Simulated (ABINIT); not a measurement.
# Al (Im-3m) in ABINIT: band structure with PBEsol

Aim: the band structure of Al with PBEsol.

All numbers are computed with ABINIT 10.8.3 (patched build); they aren't measurements. Logs are shortened: lines on timing, memory, paths and dates and some standing lists are left out, and cuts for length are marked. The log counts tension as positive stress, the text compression.

## Step 1: The crystal as given

It takes space group Im-3m (No. 229, cubic). The conventional cell has a = 3.182 Å, b = 3.182 Å, c = 3.182 Å, α = 90.00°, β = 90.00°, γ = 90.00°. Al (site symmetry m-3m) is surrounded by 8 Al at 2.76 Å.

This isn't the form of Al at room conditions, which is fcc.

## Step 2: Band structure, PBEsol

run.abi

```
# Datasets: ground state, then fixed potential
ndtset 2

# Pseudopotentials
pp_dirpath "./"
pseudos "Al.upf"

# Structure
acell 5.208220536 5.208220536 5.208220536
rprim
    -0.5773502692     0.5773502692     0.5773502692
     0.5773502692    -0.5773502692     0.5773502692
     0.5773502692     0.5773502692    -0.5773502692
ntypat 1
znucl 13
natom 1
typat 1
xred
     0.0000000000     0.0000000000     0.0000000000

# Plane-wave basis
ecut 544.227725 eV

# Exchange and correlation
ixc -116133

# Bands and occupations
occopt 3
tsmear 0.05 eV

# SCF cycle
nstep 100

# Output
iomode 3
prtwf 0
prteig 0
prtebands 0
enunit 1
prtden1 1

# Dataset 1
kptopt1 1
ngkpt1 12 12 12
nshiftk1 1
shiftk1 0.0 0.0 0.0
nband1 6
tolvrs1 1.0e-10

# Dataset 2: bands along G-H-N-G-P-H
iscf2 -2
getden2 1
nband2 12
nbdbuf2 4
tolwfr2 1.0e-11
kptopt2 -5
ndivsm2 6
prteig2 1
kptbounds2
     0.0000000000     0.0000000000     0.0000000000
     0.5000000000    -0.5000000000     0.5000000000
     0.0000000000     0.0000000000     0.5000000000
     0.0000000000     0.0000000000     0.0000000000
     0.2500000000     0.2500000000     0.2500000000
     0.5000000000    -0.5000000000     0.5000000000
```

Potentials or basis: PseudoDojo NC SR PBEsol v0.4.1 standard.

Launch:

```console
abinit run.abi > log 2>&1
```

run.abo:

```text
.Version 10.8.3 of ABINIT
 DATASET    1 : space group Im -3 m (#229); Bravais cI (body-center cubic)
================================================================================
 Values of the parameters that define the memory need for DATASET  1.
     intxc =       0    ionmov =       0      iscf =       7    lmnmax =       6
     lnmax =       6     mgfft =      24  mpssoang =       3    mqgrid =    3001
     natom =       1  nloc_mem =       1    nspden =       1   nspinor =       1
    nsppol =       1      nsym =      48    n1xccc =    2501    ntypat =       1
    occopt =       3   xclevel =       2
       mpw =         474          nfft =       13824          nkpt =          72
================================================================================
================================================================================

 DATASET    2 : space group Im -3 m (#229); Bravais cI (body-center cubic)
================================================================================
 Values of the parameters that define the memory need for DATASET  2.
     intxc =       0    ionmov =       0      iscf =      -2    lmnmax =       6
     lnmax =       6     mgfft =      24  mpssoang =       3    mqgrid =    3001
     natom =       1  nloc_mem =       1    nspden =       1   nspinor =       1
    nsppol =       1      nsym =      48    n1xccc =    2501    ntypat =       1
    occopt =       3   xclevel =       2
       mpw =         478          nfft =       13824          nkpt =          35
================================================================================
================================================================================

--------------------------------------------------------------------------------
------------- Echo of variables that govern the present computation ------------
--------------------------------------------------------------------------------
 -outvars: echo values of preprocessed input variables --------
            acell      5.2082205360E+00  5.2082205360E+00  5.2082205360E+00 Bohr
              amu      2.69815390E+01
             ecut      2.00000000E+01 Hartree
           enunit           1
           getden1          0
           getden2          1
             iscf1          7
             iscf2         -2
                       outvar_i_n : Printing only first  50 k-points.
              ixc     -116133
           jdtset        1    2
                       outvar_i_n : Printing only first  50 k-points.
           kptopt1          1
           kptopt2         -5
         kptrlatt       12    0    0      0   12    0      0    0   12
          kptrlen1     6.24986464E+01
          kptrlen2     3.00000000E+01
            natom           1
            nband1          6
            nband2         12
           nbdbuf1          0
           nbdbuf2          4
           ndtset           2
           ndivsm1          0
           ndivsm2          6
            ngfft          24      24      24
             nkpt1         72
             nkpt2         35
            nstep         100
             nsym          48
           ntypat           1
                       prtocc : prtvol=0, do not print more k-points.
           occopt           3
        prtebands           0
           prteig1          0
           prteig2          1
            prtwf           0
            rprim     -5.7735026920E-01  5.7735026920E-01  5.7735026920E-01
                       5.7735026920E-01 -5.7735026920E-01  5.7735026920E-01
                       5.7735026920E-01  5.7735026920E-01 -5.7735026920E-01
           shiftk1     0.00000000E+00  0.00000000E+00  0.00000000E+00
           shiftk2     5.00000000E-01  5.00000000E-01  5.00000000E-01
          spgroup         229
           tolvrs1     1.00000000E-10
           tolvrs2     0.00000000E+00
           tolwfr1     0.00000000E+00
           tolwfr2     1.00000000E-11
           tsmear      1.83746611E-03 Hartree
            typat      1
                       outvars : Printing only first  50 k-points.
            znucl       13.00000

================================================================================
[... 166 lines left out ...]
 Angles (23,13,12)=  1.09471221E+02  1.09471221E+02  1.09471221E+02 degrees

 getcut: wavevector=  0.0000  0.0000  0.0000  ngfft=  24  24  24
         ecut(hartree)=     20.000   => boxcut(ratio)=   2.28898

 getcut : COMMENT -
  Note that boxcut > 2.2 ; recall that boxcut=Gcut(box)/Gcut(sphere) = 2
  is sufficient for exact treatment of convolution.
  Such a large boxcut is a waste : you could raise ecut
  e.g. ecut=   26.197118 Hartrees makes boxcut=2

--------------------------------------------------------------------------------

================================================================================
 Non-SCF case, kpt    1 (  0.00000  0.00000  0.00000), residuals and eigenvalues=
  3.21E-12  1.05E-12  2.29E-12  8.61E-12  2.89E-12  8.93E-12  2.45E-12  3.94E-12
  6.03E-12  1.68E-12  7.99E-12  3.65E-12
 -1.2292E-01  7.8449E-01  7.8449E-01  7.8449E-01  8.4247E-01  8.4247E-01
  8.4247E-01  8.9737E-01  8.9737E-01  9.8039E-01  9.8039E-01  9.8039E-01
 Non-SCF case, kpt    2 (  0.06250 -0.06250  0.06250), residuals and eigenvalues=
  7.31E-12  2.71E-12  8.30E-12  8.57E-12  9.13E-12  2.61E-12  2.08E-12  9.79E-12
  3.81E-12  9.85E-12  7.05E-12  5.29E-11
 -1.1453E-01  7.1470E-01  7.1470E-01  7.9269E-01  7.9609E-01  8.0739E-01
  8.8188E-01  8.8188E-01  9.3599E-01  1.0332E+00  1.0332E+00  1.0861E+00
 Non-SCF case, kpt    3 (  0.12500 -0.12500  0.12500), residuals and eigenvalues=
  4.51E-12  1.23E-12  3.76E-12  2.51E-12  2.63E-12  2.71E-12  2.43E-12  1.97E-12
  6.24E-12  1.27E-10  5.10E-10  2.52E-08
[... 148 lines left out ...]
  2.10E-12  8.75E-12  7.29E-13  8.37E-12  6.66E-12  3.09E-12  9.22E-12  5.65E-12
  2.44E-11  7.29E-09  7.44E-07  1.06E-05
  2.6708E-01  2.6708E-01  3.0123E-01  5.5708E-01  5.5708E-01  6.1737E-01
  9.7146E-01  1.1985E+00  1.1985E+00  1.3960E+00  1.5377E+00  1.5377E+00
 Non-SCF case, kpt   34 (  0.46429 -0.39286  0.46429), residuals and eigenvalues=
  1.77E-12  6.34E-12  3.88E-12  2.90E-12  5.13E-12  5.26E-13  9.04E-12  8.99E-12
  7.91E-12  4.81E-08  1.37E-09  1.37E-05
  3.1458E-01  3.1458E-01  3.3925E-01  4.6342E-01  4.6342E-01  5.4246E-01
  1.1274E+00  1.2171E+00  1.2171E+00  1.4282E+00  1.4938E+00  1.4939E+00
 Non-SCF case, kpt   35 (  0.50000 -0.50000  0.50000), residuals and eigenvalues=
  1.33E-12  1.57E-12  3.34E-12  1.38E-12  3.69E-12  1.34E-12  3.49E-12  3.48E-12
  2.60E-12  7.65E-08  7.39E-12  4.05E-12
  3.6204E-01  3.6204E-01  3.6204E-01  4.0053E-01  4.0053E-01  5.0713E-01
  1.2259E+00  1.2259E+00  1.2259E+00  1.4097E+00  1.4749E+00  1.4749E+00

--- !ResultsGS
iteration_state: {dtset: 2, }
comment   : Summary of ground state results
lattice_vectors:
- [ -3.0069675,   3.0069675,   3.0069675, ]
- [  3.0069675,  -3.0069675,   3.0069675, ]
- [  3.0069675,   3.0069675,  -3.0069675, ]
lattice_lengths: [   5.20822,    5.20822,    5.20822, ]
lattice_angles: [109.471, 109.471, 109.471, ] # degrees, (23, 13, 12)
lattice_volume:   1.0875424E+02
convergence: {deltae:  0.000E+00, res2:  0.000E+00, residm:  9.985E-12, diffor:  0.000E+00, }
etotal    :  -2.31623831E+00
entropy   :   0.00000000E+00
fermie    :   2.91454784E-01
cartesian_stress_tensor: null
pressure_GPa: null
xred      :
- [  0.0000E+00,   0.0000E+00,   0.0000E+00, Al]
cartesian_forces: null
force_length_stats: {min: null, max: null, mean: null, }
...

 Integrated electronic density in atomic spheres:
 ------------------------------------------------
 Atom  Sphere_radius  Integrated_density
    1        2.00000          0.90582794
================================================================================

 ----iterations are completed or convergence reached----

 Mean square residual over all n,k,spin=   42.250E-13; max=  99.849E-13
 reduced coordinates (array xred) for    1 atoms
       0.000000000000      0.000000000000      0.000000000000

 cartesian coordinates (angstrom) at end:
    1      0.00000000000000     0.00000000000000     0.00000000000000
 length scales=  5.208220536000  5.208220536000  5.208220536000 bohr
              =  2.756071615138  2.756071615138  2.756071615138 angstroms
 Eigenvalues (   eV  ) for nkpt=  35  k points:
 kpt#   1, nband= 12, wtk=  1.00000, kpt=  0.0000  0.0000  0.0000 (reduced coord)
  -3.34470   21.34695   21.34695   21.34695   22.92466   22.92466   22.92466   24.41857
  24.41857   26.67788   26.67788   26.67788
 kpt#   2, nband= 12, wtk=  1.00000, kpt=  0.0625 -0.0625  0.0625 (reduced coord)
  -3.11656   19.44801   19.44801   21.57029   21.66267   21.97012   23.99719   23.99719
  25.46961   28.11580   28.11580   29.55386
 kpt#   3, nband= 12, wtk=  1.00000, kpt=  0.1250 -0.1250  0.1250 (reduced coord)
  -2.43431   17.00053   17.00053   19.08987   19.77762   22.23889   24.89100   24.89100
  26.78557   31.48900   31.48900   33.70102
 kpt#   4, nband= 12, wtk=  1.00000, kpt=  0.1875 -0.1875  0.1875 (reduced coord)
  -1.30436   14.83509   14.83509   16.60319   17.89768   23.34895   25.87947   25.87947
  27.56054   35.11047   35.65366   35.65367
 kpt#   5, nband= 12, wtk=  1.00000, kpt=  0.2500 -0.2500  0.2500 (reduced coord)
   0.26268   13.04322   13.04322   14.55551   16.18656   24.89405   26.13073   27.15359
  27.15359   33.63099   40.17941   40.18006
 kpt#   6, nband= 12, wtk=  1.00000, kpt=  0.3125 -0.3125  0.3125 (reduced coord)
   2.25129   11.64600   11.64600   12.95780   14.74348   22.51024   26.85645   28.73003
[... 74 lines left out ...]
   5.88721    5.88721    6.89404   17.65543   21.49409   21.49409   22.52589   31.84604
  31.84604   36.58741   40.67653   40.67667
 kpt#  32, nband= 12, wtk=  1.00000, kpt=  0.3929 -0.1786  0.3929 (reduced coord)
   6.37143    6.37143    7.36555   18.13632   18.13632   19.09611   22.36964   32.13609
  32.13609   37.12345   42.43816   42.43823
 kpt#  33, nband= 12, wtk=  1.00000, kpt=  0.4286 -0.2857  0.4286 (reduced coord)
   7.26757    7.26757    8.19694   15.15900   15.15900   16.79958   26.43467   32.61287
  32.61287   37.98769   41.84333   41.84343
 kpt#  34, nband= 12, wtk=  1.00000, kpt=  0.4643 -0.3929  0.4643 (reduced coord)
   8.56008    8.56008    9.23152   12.61018   12.61018   14.76098   30.67723   33.12032
  33.12032   38.86239   40.64879   40.65173
 kpt#  35, nband= 12, wtk=  1.00000, kpt=  0.5000 -0.5000  0.5000 (reduced coord)
   9.85173    9.85173    9.85173   10.89905   10.89905   13.79976   33.35839   33.35839
  33.35839   38.35975   40.13365   40.13365

== END DATASET(S) ==============================================================
================================================================================

 -outvars: echo values of variables after computation  --------
            acell      5.2082205360E+00  5.2082205360E+00  5.2082205360E+00 Bohr
           etotal1    -2.3162383079E+00
            fcart1    -0.0000000000E+00 -0.0000000000E+00 -0.0000000000E+00
            rprim     -5.7735026920E-01  5.7735026920E-01  5.7735026920E-01
                       5.7735026920E-01 -5.7735026920E-01  5.7735026920E-01
                       5.7735026920E-01  5.7735026920E-01 -5.7735026920E-01
           strten1    -7.2394532396E-05 -7.2394532396E-05 -7.2394532396E-05
                       0.0000000000E+00  0.0000000000E+00  0.0000000000E+00
 Calculation completed.
```

It took 6.4 s on 1 thread of Arm Neoverse V2, shared host; peak memory 0.1 GiB.

Results:

* Free energy: -63.0281 eV
* Pressure: 2.1 GPa
* Band gap on the k mesh: none (metal or under the smearing width)
* Valence electrons inside the program's atomic spheres: Al 0.91 (radii [1.0584] Å)

Levels at the corners of the path, in eV from the Fermi level:
```tsv
point	band 1	band 2	band 3	band 4
Γ	-11.28	13.42	13.42	13.42
H	1.92	1.92	1.92	2.97
N	-4.39	-3.86	8.34	8.35
Γ	-11.28	13.42	13.42	13.42
P	-1.01	-1.01	-1.01	0.54
H	1.92	1.92	1.92	2.97
```

## Step 3: For comparison

An earlier run on the cell as given: functional PBEsol; potentials or basis PseudoDojo NC SR PBEsol v0.4.1 standard; cutoff 544 eV; k mesh 12 × 12 × 12; occupations fermi-dirac, width 0.05 eV; no spin polarisation.

* Pressure: 2.1 GPa
* Band gap on the k mesh: none (metal or under the smearing width)
* Valence electrons inside the program's atomic spheres: Al 0.91 (radii [1.0584] Å)
